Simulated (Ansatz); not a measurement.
# Sb: the cost of one run

Computed with Ansatz 0.2.0 (DFT PBE, scalar-relativistic, plane waves, PAW, unless a step's input says otherwise).

## Step 1: Starting point

It takes space group Cmce (No. 64, orthorhombic). The conventional cell has a = 5.296 Å, b = 8.975 Å, c = 5.303 Å, α = 90.00°, β = 90.00°, γ = 90.00°. Sb (site symmetry m) has 7 Sb at 2.86 to 3.28 Å as nearest neighbours.

As a file:

```xyz
4
Lattice="2.6479 -4.4877 0.0000 2.6479 4.4877 0.0000 0.0000 0.0000 5.3028" Properties=species:S:1:pos:R:3 pbc="T T T"
Sb    2.6479    3.1189    0.4163
Sb    2.6479   -1.3687    2.2351
Sb    2.6479   -3.1189    4.8865
Sb    2.6479    1.3687    3.0677
```

This is candidate A: alpha-gallium type (Cmce, No. 64).

(A quick probe on a coarse mesh, which set the mesh and smearing, is not shown.)

## Step 3: Relaxing cell and atoms (candidate A)

Contents of input.yaml:

```yaml
crystal:
  lattice:
    - [2.6478847451, -4.4876735981, 0.0]
    - [2.6478847451, 4.4876735981, 0.0]
    - [0.0, 0.0, 5.3028137664]
  atoms:
    - { symbol: Sb, position: [0.1525, 0.8475, 0.0785] }
    - { symbol: Sb, position: [0.6525, 0.3475, 0.4215] }
    - { symbol: Sb, position: [0.8475, 0.1525, 0.9215] }
    - { symbol: Sb, position: [0.3475, 0.6525, 0.5785] }
basis:
  ecutwfc: 420
kpoints:
  mp_grid: { grid: [10, 10, 10] }
hamiltonian:
  xc: pbe
scf:
  occupations: { method: gaussian, width: 0.1 }
output:
  forces: true
  stress: true
  eigenvalues: true
relax:
  adjacent_minimum: "off"
  f_tol: 0.01
  max_steps: 80
  cell: { stress_tol: 0.05 }
```

Q: Estimate wall time and peak memory on 1 thread of an x86-64 CPU, shared host.

About 7.6 min, with a peak of 0.89 GiB.
